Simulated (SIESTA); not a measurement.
Crystal: V.

```
V
1.0
    -1.51435    1.51435    1.51435
     1.51435   -1.51435    1.51435
     1.51435    1.51435   -1.51435
V
1
Cartesian
  0.0000 0.0000 0.0000
```

- Program: SIESTA 5.4.2
- Task: relaxation of cell and atoms
- Functional: PBEsol
- Potentials or basis: PseudoDojo 0.4 standard (PBEsol files)
- Basis: DZP (energy shift 0.003 Ry; two zetas on semicore shells)
- Grid cutoff: 800 Ry
- Energy shift: 0.003 Ry
- k mesh: 9 × 9 × 9
- Occupations: fermi-dirac, width 0.05 eV
- Spin: collinear spin, ferromagnetic start
- Starting moments: [2.0] μB

At the start: pressure -11.7 GPa; volume 13.89 Å³/atom.

Task: How do energy, volume and symmetry change on relaxing?

Result: Over 3 steps the energy falls by 37.2 meV/atom and the volume is 12.94 Å³/atom (-6.8 %); space group Im-3m (No. 229, to 0.05 Å); moment 0.00 μB per cell.

Step by step:
```tsv
step	energy change (eV)	largest force (eV/Å)	pressure (GPa)	volume (Å³)
1	0.0000	0.0000	-11.75	13.89
2	-0.0298	0.0000	-4.70	13.30
3	-0.0372	0.0000	0.03	12.94
```

Final structure:
```
V
1.0
    -1.47907    1.47904    1.47904
     1.47904   -1.47907    1.47904
     1.47904    1.47904   -1.47907
V
1
Direct
  0.00000 0.00000 0.00000
```

Caveat: the basis of atomic orbitals isn't converged, which shifts pressures, moduli and gaps.
